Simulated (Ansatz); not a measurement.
# Pressure series in CsPbI3

Start from CsPbI$_{3}$ in the cubic perovskite structure (space group Pm-3m, No. 221; a = 6.390 Å).

Cell and atoms are relaxed at each pressure.

Method: PBE/PAW in Ansatz (a quantum-chemistry and plane-wave program), spin-orbit coupling left out.

Before the change:

```
Item        Value
--------  -------
Band gap  1.48 eV
```

Task: The aim is a band gap between 1.75 eV and 1.89 eV. Which of these changes reaches it?
A. pressure −2 GPa
B. pressure 3 GPa
C. pressure 100 GPa

Result: A, pressure −2 GPa. It gives 1.84 eV; pressure 100 GPa gives zero; pressure 3 GPa gives 0.98 eV. Changes not listed may reach it too

A case with no gap was solved on a k-mesh chosen for an insulator, which is coarse for it. Spin-orbit coupling, missing from the scalar runs, can matter with I and Pb. Load acts through the strain it causes; cell and atoms are relaxed under it. No phonon test of stability was made. Competing high-pressure phases were not computed. All final runs are without spin polarisation. Many cubic perovskites are stable only at high temperature; tilts and polar distortions were not tested. This is not the structure that CsPbI3 has at room temperature and ambient pressure. The zero or small gap of CsPbI3 under pressure 100 GPa can change with the level of theory.
